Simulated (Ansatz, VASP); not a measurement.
**GaSb3: VASP beside Ansatz**

```xyz
4
Lattice="0.0000 3.6220 3.3565 3.6220 0.0000 3.3565 3.6220 3.6220 0.0000" Properties=species:S:1:pos:R:3 pbc="T T T"
Ga    0.0000    0.0000    0.0000
Sb    1.8110    1.8110    1.6783
Sb    5.4330    5.4330    5.0348
Sb    3.6220    3.6220    3.3565
```

Change from the starting cell: engineering shear strain xz +0.0000, normal strain along z -0.0733.

Alike in both runs: task single point; functional LDA; k mesh 10 × 10 × 10; occupations gaussian, width 0.15 eV; no spin polarisation.

```csv
,VASP,Ansatz
version,VASP 6.6.1,Ansatz 0.2.0
potentials or method,"VASP PAW LDA potentials, release 64 (Ga_d, Sb)","scalar-relativistic, plane waves, PAW"
plane-wave cutoff (eV),520,420
valence electrons in the cell,28,58
```

```csv
,VASP,Ansatz,Ansatz less VASP
gap on the k mesh at the Fermi level (eV),none,none,-
pressure (GPa),6.7,6.4,-0.25
largest component of the traceless stress (GPa),0.98,0.96,-0.021
```

A gap of «none» marks a metal or a gap that the smearing closes. The two sets of potentials don't hold the same shells in valence. Ansatz warned: «pseudo_functional_mismatch».

Spin-orbit coupling is left out, which matters for the levels of Sb.
